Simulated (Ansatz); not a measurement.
## Sc under compression and expansion

```
Sc
1.0
     0.00000    2.32685    2.32685
     2.32685    0.00000    2.32685
     2.32685    2.32685    0.00000
Sc
1
Cartesian
  0.0000 0.0000 0.0000
```

The cell is the one relaxed in the Materials Project (mp-36), not relaxed further here; entries there can be hypothetical.

Spin polarisation is left out, and whether a magnetic state lies lower isn't shown here.

Levels of theory: DFT, LDA, all-electron LAPW, scalar-relativistic (Ansatz 0.2.0); DFT, LDA, PAW with Ansatz's default frozen-core files, scalar-relativistic (Ansatz 0.2.0).

For LAPW: a Γ-centred 13×13×13 k mesh, Fermi–Dirac smearing of 0.08 eV, basis error target 0.25 meV/atom, no spin polarisation. PAW takes a cutoff of 420 eV at this cell (files made with PBE, cores remade for this functional). The Ansatz runs share mesh, smearing and spin set-up. Plane-wave (PAW) pressures include the program's estimate of the Pulay term.

The cell above is scaled evenly, with fractional coordinates and shape held.

| V/V(cell) | V (Å³/atom) | P, LAPW (GPa) | P, PAW (GPa) |
| --- | --- | --- | --- |
| 0.9405 | 23.697 | -2.93 | -2.94 |
| 0.9800 | 24.692 | -4.78 | -4.78 |
| 1.0000 | 25.196 | -5.59 | -5.59 |
| 1.0200 | 25.700 | -6.33 | -6.33 |
| 1.0600 | 26.708 | -7.61 | -7.62 |
